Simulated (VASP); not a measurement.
# PbSe (Pm-3m) in VASP: reference runs, part 3 of 3

VASP 6.6.1.

### 5 Equation of state, PBE, 26.01 Å³/atom (volume scaled by 0.96)

The input, INCAR:

```
PREC     = Accurate       # precision mode
ENCUT    = 520            # plane-wave cutoff, eV
EDIFF    = 1E-7           # SCF threshold, eV
ISMEAR   = -1             # smearing method
SIGMA    = 0.05           # smearing width, eV
LREAL    = F              # projectors in reciprocal space
LASPH    = T              # aspherical terms in the spheres
NELM     = 80             # most SCF steps
ALGO     = Normal         # electronic algorithm
ISIF     = 2              # what is computed and relaxed
LWAVE    = F              # write WAVECAR
LCHARG   = F              # write CHGCAR
GGA      = PE             # functional
NBANDS   = 17             # bands
```

The input, KPOINTS:

```
regular mesh
0
Gamma
  7 7 7
```

The input, POSCAR:

```
PbSe
1.0
    3.7331762438      0.0000000000      0.0000000000
    0.0000000000      3.7331762438      0.0000000000
    0.0000000000      0.0000000000      3.7331762438
Pb Se
1 1
Direct
    0.0000000000      0.0000000000      0.0000000000
    0.5000000000      0.5000000000      0.5000000000
```

Potentials or basis: VASP PAW PBE potentials, release 64 (Pb_d, Se).

Command:

```sh
> cat potpaw_PBE.64/Pb_d/POTCAR potpaw_PBE.64/Se/POTCAR > POTCAR
> mpirun -np 1 vasp_std > vasp.out
```

OUTCAR:

```text
PREC = Accurate
   ENCUT = 520
   EDIFF = 1E-7
   ISMEAR = -1
   LREAL = F
   LASPH = T
   NELM = 80
   ISIF = 2
   GGA = PE

 Found     20 irreducible k-points:

 Following reciprocal coordinates:
            Coordinates               Weight
  0.000000  0.000000  0.000000      1.000000
  0.142857  0.000000  0.000000      6.000000
  0.285714  0.000000  0.000000      6.000000
  0.428571  0.000000  0.000000      6.000000
  0.142857  0.142857  0.000000     12.000000
  0.285714  0.142857  0.000000     24.000000
   k-points           NKPTS =     20   k-points in BZ     NKDIM =     20   number of bands    NBANDS=     17
   number of dos      NEDOS =    301   number of ions     NIONS =      2
   total plane-waves  NPLWV =  21952
   dimension x,y,z NGX =    28 NGY =   28 NGZ =   28
   dimension x,y,z NGXF=    56 NGYF=   56 NGZF=   56
   ions per type =               1   1
   NGX,Y,Z   is equivalent  to a cutoff of  12.47, 12.47, 12.47 a.u.
   NGXF,Y,Z  is equivalent  to a cutoff of  24.94, 24.94, 24.94 a.u.
 SYSTEM =  unknown system
   PREC   = accura    normal or accurate (medium, high low for compatibility)
   ISTART =      0    job   : 0-new  1-cont  2-samecut
   ICHARG =      2    charge: 1-file 2-atom 10-const
   ISPIN  =      1    spin polarized calculation?
   LNONCOLLINEAR =      F non collinear calculations
   LSORBIT =      F    spin-orbit coupling
   LASPH  =      T    aspherical Exc in radial PAW
   ENCUT  =  520.0 eV  38.22 Ry    6.18 a.u.   6.94  6.94  6.94*2*pi/ulx,y,z
   NELM   =     80;   NELMIN=  2; NELMDL= -5     # of ELM steps
   EDIFF  = 0.1E-06   stopping-criterion for ELM
   LREAL  =      F    real-space projection
   EDIFFG = 0.1E-05   stopping-criterion for IOM
   NSW    =      0    number of steps for IOM
   IBRION =     -1    ionic relax: 0-MD 1-quasi-New 2-CG
   NFREE  =      0    steps in history (QN), initial steepest desc. (CG)
   ISIF   =      2    stress and relaxation
   ISYM   =      2    0-nonsym 1-usesym 2-fastsym
   POTIM  = 0.5000    time-step for ionic-motion
   TEBEG  =    0.0;   TEEND  =   0.0 temperature during run
   PSTRESS=    0.0 pullay stress
   NELECT =      20.0000    total number of electrons
   NUPDOWN=      -1.0000    fix difference up-down
   EMIN   =  10.00;   EMAX   =-10.00  energy-range for DOS
   EFERMI =   0.00;   METHOD = LEGACY
   ISMEAR =    -1;   SIGMA  =   0.05  broadening in eV -4-tet -1-fermi 0-gaus
   EFERMI_NEDOS =   21; number of points for ismear=-14 and -15
   IALGO  =     38    algorithm
   IMIX   =      4    mixing-type and parameters
     AMIX     =   0.40;   BMIX     =  1.00
     AMIX_MAG =   1.60;   BMIX_MAG =  1.00
  volume/ion in A,a.u.               =      26.01       175.55
  Fermi-wavevector in a.u.,A,eV,Ry     =   1.190345  2.249427 19.278397  1.416922
  Thomas-Fermi vector in A             =   2.326432
   LORBIT       =      0    0 simple, 1 ext, 2 COOP (PROOUT), +10 PAW based schemes
   GGA     = PE    functional components
   LHFCALC =     F    Hartree Fock is set to
   AEXX    =    0.0000 exact exchange contribution
   IVDW    =     0    specifies the selected vdW correction
   LEPSILON=     F    determine dielectric tensor
   LRPA    =     F    only Hartree local field effects (RPA)
 non-spin polarized calculation
  energy-cutoff  :      520.00
  volume of cell :       52.03
 maximum number of plane-waves:      1418
 NGX is ok and might be reduce to    28
   NGX = 13   NGY = 13   NGZ = 13

 number of electron      20.0000006 magnetization

 Free energy of the ion-electron system (eV)
  ---------------------------------------------------
  ext. energy  EPLUGINS =         0.00000000
  ---------------------------------------------------
  free energy    TOTEN  =        -7.70752921 eV

  energy without entropy =       -7.69757213  energy(sigma->0) =       -7.70255067

 E-fermi :   5.7530     XC(G=0): -10.1492

 val. band max:        5.7105234375   @ k =   0.4286   0.4286   0.0000
 cond. band min:       5.7731559287   @ k =   0.1429   0.1429   0.1429
 fundamental gap:      0.0626324912
 Fermi energy:         5.7529507040

 k-point     1 :       0.0000    0.0000    0.0000
  band No.  band energies     occupation
      1     -11.1565      2.00000
      2     -11.1565      2.00000
      3     -10.9874      2.00000
      4     -10.9874      2.00000
      5     -10.9874      2.00000
      6      -7.6957      2.00000
[... 9 lines left out ...]
     16      17.5977      0.00000
     17      18.7574      0.00000
[... 81 lines left out ...]
 k-point     6 :       0.2857    0.1429    0.0000
  band No.  band energies     occupation
      1     -11.1347      2.00000
      2     -11.0663      2.00000
      3     -11.0346      2.00000
      4     -11.0163      2.00000
      5     -10.9934      2.00000
      6      -6.9615      2.00000
[... 9 lines left out ...]
     16      16.0460      0.00000
     17      16.7591      0.00000

 [... further k-points ...]

------------------------ aborting loop because EDIFF is reached ----------------------------------------

  FORCE on cell =-STRESS in cart. coord.  units (eV):
  Direction    XX          YY          ZZ          XY          YZ          ZX
  --------------------------------------------------------------------------------------
  -------------------------------------------------------------------------------------
  Total        0.6379697      0.6379697      0.6379697     -0.0000000     -0.0000000      0.0000000
  in kB       19.6460461     19.6460461     19.6460461     -0.0000000     -0.0000000      0.0000000
  external PRESSURE =      19.6460461 kB  Pullay stress =       0.0000000 kB

 VOLUME and BASIS-vectors are now :
 -----------------------------------------------------------------------------
  energy-cutoff  :      520.00
  volume of cell :       52.03
      direct lattice vectors                 reciprocal lattice vectors
     3.733176244  0.000000000  0.000000000     0.267868414  0.000000000  0.000000000
     0.000000000  3.733176244  0.000000000     0.000000000  0.267868414  0.000000000
     0.000000000  0.000000000  3.733176244     0.000000000  0.000000000  0.267868414

 POSITION                                       TOTAL-FORCE (eV/Angst)
 -----------------------------------------------------------------------------------
      0.00000      0.00000      0.00000         0.000000      0.000000      0.000000
      1.86659      1.86659      1.86659         0.000000      0.000000      0.000000
 -----------------------------------------------------------------------------------
    total drift:                               -0.000000      0.000000     -0.000000

  FREE ENERGIE OF THE ION-ELECTRON SYSTEM (eV)
  ---------------------------------------------------
  free  energy   TOTEN  =        -7.7075292072 eV

  energy  without entropy=       -7.6975721296  energy(sigma->0) =       -7.70255067
```

stdout:

```text
POSCAR found type information on POSCAR PbSe
 POSCAR found :  2 types and       2 ions
 scaLAPACK will be used
 LDA part: xc-table for (Slater+PW92), standard interpolation
 POSCAR, INCAR and KPOINTS ok, starting setup
 FFT: planning ... GRIDC
 FFT: planning ... GRID_SOFT
 FFT: planning ... GRID
 WAVECAR not read
 entering main loop
```

Run time: 9.9 s. Hardware: 1 thread of Intel Xeon Platinum 8488C (Sapphire Rapids), shared host; peak memory 0.16 GiB.

Results:

* Free energy: -7.7075 eV
* Pressure: 2.0 GPa
* Band gap on the k mesh: none (metal or under the smearing width)

### 6 Equation of state, PBE, 26.56 Å³/atom (volume scaled by 0.98)

The input, INCAR:

```
SYSTEM = PbSe
PREC     = Accurate       ! precision mode
ENCUT    = 520            ! plane-wave cutoff, eV
EDIFF    = 1E-7           ! SCF threshold, eV
ISMEAR   = -1             ! smearing method
SIGMA    = 0.05           ! smearing width, eV
LREAL    = .FALSE.        ! projectors in reciprocal space
LASPH    = .TRUE.         ! aspherical terms in the spheres
NELM     = 80             ! most SCF steps
ALGO     = Normal         ! electronic algorithm
ISIF     = 2              ! what is computed and relaxed
LWAVE    = .FALSE.        ! write WAVECAR
LCHARG   = .FALSE.        ! write CHGCAR
GGA      = PE             ! functional
NBANDS   = 17             ! bands
```

The input, KPOINTS:

```
regular mesh
0
G
  7 7 7
  0 0 0
```

The input, POSCAR:

```
PbSe
1.0
    3.7589231005      0.0000000000      0.0000000000
    0.0000000000      3.7589231005      0.0000000000
    0.0000000000      0.0000000000      3.7589231005
Pb Se
1 1
Direct
    0.0000000000      0.0000000000      0.0000000000
    0.5000000000      0.5000000000      0.5000000000
```

Potentials or basis: VASP PAW PBE potentials, release 64 (Pb_d, Se).

Command:

```sh
> cat potpaw_PBE.64/Pb_d/POTCAR potpaw_PBE.64/Se/POTCAR > POTCAR
> mpirun -np 1 vasp_std > vasp.out
```

It took 10 s on 1 thread of Intel Xeon Platinum 8488C (Sapphire Rapids), shared host; peak memory 0.16 GiB.

It converged, with:

```
Free energy            : -7.7172 eV
Pressure               : 0.8 GPa
Band gap on the k mesh : none (metal or under the smearing width)
```

### 7 Equation of state, PBE, 27.64 Å³/atom (volume scaled by 1.02)

The input, INCAR:

```
SYSTEM = PbSe
PREC = Accurate ; ENCUT = 520
EDIFF = 1E-7 ; ISMEAR = -1
SIGMA = 0.05 ; LREAL = .False.
LASPH = .True. ; NELM = 100
ALGO = Normal ; ISIF = 2
LWAVE = .False. ; LCHARG = .False.
GGA = PE ; NBANDS = 17
```

The input, KPOINTS:

```
Automatic mesh
0
Gamma
  7 7 7
  0 0 0
```

The input, POSCAR:

```
PbSe
1.0
    3.8093844655      0.0000000000      0.0000000000
    0.0000000000      3.8093844655      0.0000000000
    0.0000000000      0.0000000000      3.8093844655
Pb Se
1 1
Direct
    0.0000000000      0.0000000000      0.0000000000
    0.5000000000      0.5000000000      0.5000000000
```

Command:

```sh
> cat potpaw_PBE.64/Pb_d/POTCAR potpaw_PBE.64/Se/POTCAR > POTCAR
> mpirun -np 1 vasp_std > vasp.out
```

Run time: 13 s. Hardware: 1 thread of Intel Xeon Platinum 8488C (Sapphire Rapids), shared host; peak memory 0.16 GiB.

It converged, with:

```yaml
Free_energy: -7.7158 eV
Pressure: -1.1 GPa
Band_gap_on_the_k_mesh: none (metal or under the smearing width)
```

### 8 Equation of state, PBE, 28.18 Å³/atom (volume scaled by 1.04)

The input, INCAR:

```
ALGO = Normal
EDIFF = 1E-7
ENCUT = 520
GGA = PE
ISIF = 2
ISMEAR = -1
LASPH = T
LCHARG = F
LREAL = F
LWAVE = F
NBANDS = 17
NELM = 100
PREC = Accurate
SIGMA = 0.05
```

The input, KPOINTS:

```
k-points
0
Gamma
  7 7 7
```

The input, POSCAR:

```
PbSe
1.0
    3.8341214214      0.0000000000      0.0000000000
    0.0000000000      3.8341214214      0.0000000000
    0.0000000000      0.0000000000      3.8341214214
Pb Se
1 1
Direct
    0.0000000000      0.0000000000      0.0000000000
    0.5000000000      0.5000000000      0.5000000000
```

Command:

```sh
> cat potpaw_PBE.64/Pb_d/POTCAR potpaw_PBE.64/Se/POTCAR > POTCAR
> mpirun -np 1 vasp_std > vasp.out
```

Run time: 15 s. Hardware: 1 thread of Intel Xeon Platinum 8488C (Sapphire Rapids), shared host; peak memory 0.17 GiB.

The run converged. Its results:

```yaml
Free_energy: -7.7061 eV
Pressure: -1.9 GPa
Band_gap_on_the_k_mesh: none (metal or under the smearing width)
```

### 9 Equation of state, PBE, 28.72 Å³/atom (volume scaled by 1.06)

The input, INCAR:

```
PREC = Accurate
ENCUT = 520
EDIFF = 1E-7
ISMEAR = -1
SIGMA = 0.05
LREAL = False
LASPH = True
NELM = 60
ALGO = Normal
ISIF = 2
LWAVE = False
LCHARG = False
GGA = PE
NBANDS = 17
```

The input, KPOINTS:

```
regular mesh
0
Gamma
  7 7 7
```

The input, POSCAR:

```
PbSe
1.0
    3.8585432354      0.0000000000      0.0000000000
    0.0000000000      3.8585432354      0.0000000000
    0.0000000000      0.0000000000      3.8585432354
Pb Se
1 1
Direct
    0.0000000000      0.0000000000      0.0000000000
    0.5000000000      0.5000000000      0.5000000000
```

Potentials or basis: VASP PAW PBE potentials, release 64 (Pb_d, Se).

Command:

```sh
> cat potpaw_PBE.64/Pb_d/POTCAR potpaw_PBE.64/Se/POTCAR > POTCAR
> mpirun -np 1 vasp_std > vasp.out
```

It took 15 s on 1 thread of Intel Xeon Platinum 8488C (Sapphire Rapids), shared host; peak memory 0.17 GiB.

Results (log left out):

| Property | Result |
| --- | --- |
| Free energy | -7.6913 eV |
| Pressure | -2.6 GPa |
| Band gap on the k mesh | none (metal or under the smearing width) |

### 10 Equation of state, PBE

This step only gathers the single runs of the series.

What came out:

| Quantity | Value |
| --- | --- |
| Equilibrium volume | 27.03 Å³/atom |
| Bulk modulus | 48 GPa |
| Pressure derivative of the bulk modulus | 4.8 (rough: it moves with the points fitted) |

Energy against volume, from the lowest point:
```tsv
volume (Å³/atom)	energy (meV/atom)
25.472	15.01
26.014	6.07
26.556	1.22
27.098	0.00
27.640	1.96
28.182	6.76
28.724	14.17
```

Spin-orbit coupling is left out, which matters for the levels of Pb.

### 11 Overview

```tsv
task	cell	gap on the mesh (eV)	pressure (GPa)
single point	as given	none	-0.2
single point	atoms moved at random, drawn with an rms of 0.05 Å	none	-0.1
equation of state	as given	-	-
```

Alike in all rows: level PBE; potentials or basis VASP PAW PBE potentials, release 64 (Pb_d, Se); no spin polarisation; k mesh 7 × 7 × 7; cutoff (eV) 520; smearing fermi-dirac 0.05 eV.

Total energies depend on the potentials used, so only differences within one code and one set of settings carry meaning.
